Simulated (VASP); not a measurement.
The system is PbSe (Clausthalite).

```
Pb Se
1.0
     0.00000    3.06065    3.06065
     3.06065    0.00000    3.06065
     3.06065    3.06065    0.00000
Pb Se
1 1
Cartesian
  0.0000 0.0000 0.0000
  3.0606 3.0606 3.0606
```

```yaml
Program: VASP 6.6.1
Task: relaxation of cell and atoms
Functional: PBE
Potentials_or_basis: VASP PAW PBE potentials, release 64 (Pb_d, Se)
Cutoff: 600 eV
k_mesh: 8 × 8 × 8
Occupations: gaussian, width 0.03 eV
Spin: no spin polarisation
```

At the start: pressure 2.4 GPa; volume 28.67 Å³/atom.

Q: Where does the relaxation end?

A: Over 3 steps the energy falls by 10.1 meV/atom and the volume is 30.05 Å³/atom (+4.8 %); space group Fm-3m (No. 225, to 0.05 Å).

Step by step:
```csv
step,energy change (eV),largest force (eV/Å),pressure (GPa),volume (Å³)
1,0.0000,0.0000,2.44,57.34
2,-0.0180,0.0000,-0.70,61.04
3,-0.0201,0.0000,0.02,60.09
```

Final structure:
```
Pb Se
1.0
     0.00000    3.10883    3.10883
     3.10883    0.00000    3.10883
     3.10883    3.10883    0.00000
Pb Se
1 1
Direct
  0.00000 0.00000 0.00000
  0.50000 0.50000 0.50000
```
